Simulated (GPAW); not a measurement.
Crystal: C.

```xyz
2
Lattice="0.0000 1.7834 1.7834 1.7834 0.0000 1.7834 1.7834 1.7834 0.0000" Properties=species:S:1:pos:R:3 pbc="T T T"
C     0.8917    0.8917    0.8917
C     0.0000    0.0000    0.0000
```

This isn't the form of C at room conditions, which is graphite.

Base run:

- Program: GPAW 26.7.0
- Functional: LDA
- Potentials or basis: the program's PAW data sets (release 1.2.1) made for this functional
- Cutoff: 650 eV
- Basis: pw
- k mesh: 10 × 10 × 10
- Occupations: fermi-dirac, width 0.05 eV
- Spin: no spin polarisation

Its results: band gap on the k mesh 4.14 eV, indirect (least direct gap 5.55 eV); pressure -12.9 GPa.

Task: The run is repeated on the same cell with these changes: cutoff from 650 eV to 800 eV. What comes out?

Result: Band gap on the k mesh 4.13 eV, indirect (least direct gap 5.55 eV); pressure -13.5 GPa.

Caveats: the cutoff is short for stress and forces, so pressures can be off by a GPa or more (some runs).

A k mesh can miss the band edges.

Not every run made on this cell is shown here.
